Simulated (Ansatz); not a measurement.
## O: one input, then a changed one

The geometry is COD entry 2106877, unchecked; take it as a test cell. The listed cell was then made from it by scaling, straining or moving an atom.

First run: DFT, PBE, PAW with Ansatz's default frozen-core files, scalar-relativistic (Ansatz 0.2.0).

Command: `ansatz run input.yaml --threads 1 --pin off --max-ram 2048MiB --backend cpu --events-out ev --progress --plain --runs-dir out` The run took 4.9 s on 1 thread of Intel(R) Xeon(R) Platinum 8375C CPU @ 2.90GHz (Ice Lake), with other jobs on the host.

```yaml
crystal:
  lattice:
    - [0.0, 2.10755, 3.34485]
    - [1.47835, 0.0, 3.34485]
    - [1.47835, 2.10755, 0.0]
  atoms:
    - { symbol: O, position: [0.0871, 0.0871, 0.9129] }
    - { symbol: O, position: [0.8858428079, 0.9399571921, 0.1141571921] }
kpoints:
  mp_grid: { grid: [12, 12, 12] }
scf:
  occupations: { method: fermi_dirac, width: 0.01 }
hamiltonian:
  xc: pbe
  pseudopotentials: { kind: paw }
output:
  forces: true
  stress: true
  eigenvalues: true
  efg: { contact_densities: true }
```

Result: converged; pressure 12.25 GPa; largest force 3.534 eV/Å; no gap on the k mesh; 6 SCF iterations.

Solid oxygen carries moments on its molecules; these runs leave spin out.

A second run of a changed input logged this at its end:

```
PAW form: soft (Blöchl's): semilocal exchange-correlation on the pseudo side does not see the compensation charge
PAW one-centre angular grid: O, 110 points (default); XC on 64 Gauss nodes
Initial density: superposition of atomic densities (neutral atoms: chi_scale 0, normalization atom), corrected by the library's trained network
Initial wavefunctions: pseudopotential atomic-orbital guess
Functional: x = pbe(κ = 0.804, μ = 0.2195149727645171), c = pbe(β = 0.06672455060314922)
SCF iter   1: F=—  HF=-1129.471121 eV  |F-HF|=—  |Δ(HF+E_count)|=         —  Δρ=1.84e-2  dr2=2.08e-2  ethr=1.77e-3  ⟨swp⟩=3.1  Hψ=54560  notcnv=0
preconditioner: auto → none  [metal: Δε(μ)=0.004 eV  Ē_g=17.560 eV  σ=0.010 eV  W_gap=0.11  n_scr=2 (ndim 8)  ℏωp=25.7 eV  f_vac=0.000  D(μ)=1.06/eV (n_scr^D=12)  sad-step TF]
Error: did not converge after 1 iterations: dr2 = 2.08e-2 (threshold 1.00e-7), under the density mixer `msr1`, which `scf.mixing.algorithm: auto` chose by the deck's other keys (type `scf.mixing.algorithm: msr1` to keep it); raise `scf.max_iter`, which need not help a stalled SCF, or adjust the mixing (`scf.mixing`) or, under a smearing, its width (`scf.occupations.width`, in either direction: another width is another result); this SCF holds its density and magnetisation to the symmetry operations that it keeps, and cannot end on a state that breaks one of them: if the state sought breaks one, re-run with `crystal.symmetry.detect: false`, without `crystal.symmetry.time_reversal: true`, on a non-collinear deck whose state breaks time reversal, with `crystal.symmetry.time_reversal: false` beside it (there exact exchange or a DFT+U term alone can polarise the run; a magnetic state wants starting moments), where the deck allows it (that run may end on another state, and need not converge either); this run sums exchange and correlation on more points than the dense box has (`basis.xc_grid`), where a deck that converges on the dense box may not converge: try another level (where the key is left out runs that use forces, runs that use the stress, dielectric runs by a finite field, finite-displacement phonons, runs of phonons.displacement_patterns under a GGA or a meta-GGA, phonons by method: dfpt, dielectric runs by the response, runs on support functions, runs on PAW files under a meta-GGA or a hybrid on one, runs at kind: all_electron or under a hybrid on a GGA, runs under a text's formulas of a gradient, and runs on PAW files that evaluate rPW86 or Becke's exchange or LYP's correlation can take a finer level, which can go by the root key accuracy; a number is taken as typed), or, where it is served, `1`, the dense box, on which forces and the stress change with where the atoms sit on the grid; a lower level also moves a field's Born charges, by the response (dielectric, § Limitations, in the input reference) or by a finite field; under a meta-GGA, try another mixer (`scf.mixing.algorithm: anderson` or `broyden`); mind that the stability of the state on which such a run converges can go unchecked at the default of `scf.lower_state_search`; see `basis.xc_grid`, Limitations — the other mixer that `auto` picks from is left to try (`scf.mixing.algorithm: broyden`); it can need more iterations, either can converge an SCF that the other leaves open, and the two can end on different states; the input reference at `scf.mixing.algorithm` says more, and from which start to try it
```

Q: What was wrong with the input?

A: Too few SCF iterations, by this change (others could give a like log):
```diff
@@ -11,4 +11,5 @@
 scf:
   occupations: { method: fermi_dirac, width: 0.01 }
+  max_iter: 1
 hamiltonian:
   xc: pbe
```
